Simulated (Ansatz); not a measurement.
The system is KBr.

```
Br K
1.0
     0.00000    3.30000    3.30000
     3.30000    0.00000    3.30000
     3.30000    3.30000    0.00000
Br K
1 1
Cartesian
  3.3000 3.3000 3.3000
  0.0000 0.0000 0.0000
```

Base run:

- Program: Ansatz 0.2.0
- Functional: PBEsol
- Potentials or basis: Ansatz PAW
- Cutoff: 420 eV (not typed: the program's choice for these potentials)
- k mesh: 7 × 7 × 7
- Occupations: fermi-dirac, width 0.05 eV
- Spin: no spin polarisation

Its results: band gap on the k mesh 4.28 eV, direct; pressure -0.3 GPa.

Question: The run is repeated on the same cell with these changes: functional from PBEsol to PBE. What comes out?

Answer: Band gap on the k mesh 4.44 eV, direct; pressure 0.7 GPa.

PBE binds less tightly than PBEsol, so the same cell stands under more pressure.

Caveats: the PAW data sets come from PBE, with cores solved anew for the run's functional, which leaves a small shift of forces and pressure (some runs).
